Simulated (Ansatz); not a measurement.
SCF log, VN

The cell (4 atoms) is VN as a measured crystal structure (space group Fm-3m, primitive cell doubled). Source: COD entry 1557477; it may be a high-temperature, high-pressure or metastable form.

The calculation used DFT, PBE, PAW, plane waves, scalar-relativistic in Ansatz.

Input:

```yaml
crystal:
  lattice:
    - [0.0, 2.0664, 2.0664]
    - [4.1328, 0.0, 4.1328]
    - [2.0664, 2.0664, 0.0]
  atoms:
    - { symbol: V, position: [0.5, 0.25, 0.5] }
    - { symbol: V, position: [0.5, 0.75, 0.5] }
    - { symbol: "N", position: [0.0, 0.0, 0.0] }
    - { symbol: "N", position: [0.0, 0.5, 0.0] }
hamiltonian:
  xc: pbe
  pseudopotentials: { kind: paw }
basis:
  ecutwfc: 420
kpoints:
  mp_grid: { grid: [10, 5, 10] }
scf:
  occupations: { method: fermi_dirac, width: 0.1 }
  lower_state_search: "off"
output:
  forces: true
  stress: true
  write_density: true
  write_potential: true
  elf: true
  volumetric_format: npy
```

Command:
```sh
ansatz run input.yaml --threads 2 --pin off --max-ram 5120MiB --backend cpu --events-out ev --progress --plain --runs-dir out
```

Program output, abridged:

```
Pseudopotentials: kind: paw
Pseudopotential: V, paw, valence charge 13, recommended cutoff 420 eV (normal), V.paw.azcp
Pseudopotential: N, paw, valence charge 5, recommended cutoff 420 eV (normal), N.paw.azcp
Functional definition: PBE
Crystal: 4 atoms, lattice volume = 35.294 Å³
Basis set: ecut = 420 eV, 675 PW (Γ), exchange–correlation on 40×80×40 points (8 copies of the dense FFT grid, shifted against one another)
Bands: 22, of which v1, the nominal top of the filled ones, is band 18 counted from 1 (17 counted from 0)
Symmetry: 24 space group operations
Space group: Fm-3m (ITA 225), of the structure as read, at distance tolerance 3.3e-5 Å
k-points: 58 of 500
Non-local potential: V, projectors of the file, l = 0: 3, l = 1: 2, l = 2: 3, l = 3: 1
Non-local potential: N, projectors of the file, l = 0: 2, l = 1: 2, l = 2: 1
Initial density: superposition of atomic densities (neutral atoms: chi_scale 0, normalization atom), corrected by the library's trained network
Initial wavefunctions: pseudopotential atomic-orbital guess
Functional: x = pbe(κ = 0.804, μ = 0.2195149727645171), c = pbe(β = 0.06672455060314922)
SCF iter   1: F=—  HF=-6596.767597 eV  |F-HF|=—  |Δ(HF+E_count)|=         —  Δρ=3.33e-3  dr2=8.01e-4  ethr=1.77e-3  ⟨swp⟩=4.2  Hψ=9783  notcnv=0
automatic band count: the SCF goes on with 26 bands, as 22 were too few: the levels above may hold too much charge
preconditioner: auto → Kerker (q_TF=auto, 2.737 Å⁻¹)  [metal: Δε(μ)=0.031 eV  Ē_g=8.847 eV  σ=0.100 eV  W_gap=0.08  n_scr=16 (ndim 8)  ℏωp=28.0 eV  f_vac=0.000  D(μ)=2.99/eV (n_scr^D=28)]
SCF iter   2: F=—  HF=-6596.768361 eV  |F-HF|=—  |Δ(HF+E_count)|=   7.64e-4  Δρ=1.86e-3  dr2=2.43e-4  ethr=2.22e-6  ⟨swp⟩=2.0  Hψ=2420  notcnv=0
SCF iter   3: F=—  HF=-6596.768695 eV  |F-HF|=—  |Δ(HF+E_count)|=   3.34e-4  Δρ=1.56e-4  dr2=2.95e-6  ethr=6.75e-7  ⟨swp⟩=2.6  Hψ=2068  notcnv=0
SCF iter   4: F=—  HF=-6596.768714 eV  |F-HF|=—  |Δ(HF+E_count)|=   1.86e-5  Δρ=4.50e-5  dr2=3.75e-7  ethr=8.19e-9  ⟨swp⟩=2.3  Hψ=2442  notcnv=0
iter 5 did not close the SCF: its close was put off for the readings that it lacked (scf_convergence_deferred on its scf_iter line)
SCF iter   5: F=-6596.768714 eV  HF=-6596.768714 eV  |F-HF|=4.43e-9  |Δ(HF+E_count)|=   1.30e-7  Δρ=7.91e-6  dr2=9.66e-9  ethr=1.04e-9  ⟨swp⟩=2.9  Hψ=2417  notcnv=0
SCF iter   6: F=-6596.768714 eV  HF=-6596.768714 eV  |F-HF|=1.89e-10  |Δ(HF+E_count)|=   6.30e-9  Δρ=2.03e-6  dr2=7.78e-10  ethr=2.68e-11  ⟨swp⟩=4.7  Hψ=7187  notcnv=0
SCF 1 converged in 6 iterations: F = -6596.768714 eV  dr2 = 7.78e-10
  greatest PAW one-centre occupation: 1.000 electrons in one spin orbital (limit 2), on the V atom at site 1 (counted from 0), in its partial waves of l = 0
SCF converged after 6 iterations
Free energy (F): -6596.768714 eV
Harris-Foulkes:  -6596.768714 eV  (|F-HF|=1.89e-10)
Internal energy: -6596.666851 eV  (E = F + TS)
E sigma→0 (E₀):  -6596.717783 eV
Entropy (-TS):   -0.101862 eV (-25.466 meV/atom)
Fermi energy:    18.284503 eV
--- Per-component energies (eV) ---
  E_band       = -211.919038
  E_kinetic    = 938.055333
  E_local      = -1925.385981  (includes V_loc(G=0)·N_el)
  E_nonlocal   = -3.104107
  E_hartree    = 848.166769
  E_xc         = -383.111258
  E_vxc        = -486.485998  (∫ρ·V_xc dr)
  E_paw        = -2478.594463  (= ΣΔE_a)
  E_vpaw       = -431.332834  (= ΣTr[D̂ρ^β])
  E_aug_tail   = 0.000694  (compensation charges beyond the density's cutoff)
  E_ewald      = -3592.693838
  E_smearing   = -0.101862  (= −TS)
  E_closure    = 0.000000  (closes the sum)
  Σ components = -6596.768714   (vs F -6596.768714, Δ=0.00e0)
--- Forces (eV/Å), atoms counted from 1 ---
  atom   1  V      0.00000000     0.00000000    -0.00000000
  atom   2  V      0.00000000     0.00000000    -0.00000000
  atom   3  N      0.00000000     0.00000000     0.00000000
  atom   4  N      0.00000000    -0.00000000     0.00000000
  max |Σ_I F_I| component: 7.34e-28 eV/Å
--- Stress (GPa, compression-positive) ---
       -3.419155      -0.000003       0.000003
       -0.000003      -3.419155      -0.000003
        0.000003      -0.000003      -3.419155
  P = ⅓ Tr σ = -3.4192 GPa (-34.192 kbar)
--- Band table (eV; the first three rows and the last of 58) ---
  k-point 0: bands = ["-47.1126", "-47.0418", "-21.2292", "-20.7950", "-20.7950", "-20.7502", "-20.7502", "-20.7502", "0.3776", "3.0542", "9.4495", "12.2461", "12.2461", "16.0757", "16.0757", "16.0757", "16.7795", "16.7795", "16.7795", "17.8357", "17.8357", "18.8773", "18.8773", "19.7330", "23.2356", "23.2356"]
  k-point 1: bands = ["-47.1059", "-47.0396", "-21.2074", "-20.8221", "-20.8060", "-20.7975", "-20.7545", "-20.7545", "0.5774", "2.9554", "9.7343", "12.2221", "12.4069", "14.9027", "15.1510", "15.1510", "17.0347", "17.0347", "17.4071", "18.5621", "18.8056", "18.8056", "18.9275", "19.6384", "22.7757", "22.8139"]
  k-point 2: bands = ["-47.0882", "-47.0338", "-21.1549", "-20.9196", "-20.8871", "-20.8347", "-20.7658", "-20.7658", "1.1354", "2.7131", "10.4700", "12.2307", "12.8669", "13.1237", "13.9616", "13.9616", "17.4999", "17.4999", "17.7118", "17.9963", "19.0621", "19.5838", "20.3542", "20.3542", "21.7689", "22.0793"]
  k-point 57: bands = ["-47.0288", "-47.0216", "-21.1105", "-21.0524", "-21.0435", "-20.9658", "-20.8708", "-20.8384", "2.6527", "2.7324", "10.7541", "11.4601", "11.9526", "12.2302", "12.6231", "12.8566", "17.8865", "18.3692", "18.6764", "18.8365", "19.5001", "19.5554", "20.7296", "20.8497", "21.5493", "22.4080"]
```

The run took 1.6 s on 2 threads of Arm Neoverse V2 (shared host), peak memory 0.35 GiB.
